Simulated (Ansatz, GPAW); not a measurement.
**MgO: 3 runs at one level of theory**

```
Mg O
1.0
     0.00000    2.09700    2.09700
     2.09700    0.00000    2.09700
     2.09700    2.09700    0.00000
Mg O
1 1
Direct
  0.00000 0.00000 0.00000
  0.50000 0.50000 0.50000
```

The cell is a database's computed one, not the measured one.

Alike in all runs: task single point; functional PBE; k mesh 11 × 11 × 11; occupations gaussian, width 0.022 eV; no spin polarisation; no spin-orbit coupling. Pressure is positive in compression and, in plane waves, holds the error of the finite cutoff, which Ansatz's Pulay term estimates and takes out.

```tsv
program and potentials	plane-wave cutoff (eV)	notes	pressure (GPa)
Ansatz, Ansatz PAW	420	Pulay term of +0.60 GPa included	6.91
Ansatz, all-electron LAPW, scalar-relativistic	-	-	6.97
GPAW, GPAW PAW data sets (gpaw-data 1.2.1)	800	-	6.97
```

The pressure spans 6.91 (Ansatz, Ansatz PAW) to 6.97 GPa (Ansatz, all-electron LAPW, scalar-relativistic), with all-electron results at 6.97.

Differences between rows come from potentials, basis sets and numerical settings, since the functional is the same but for its coding. Runs on potential files found faulty are left out.
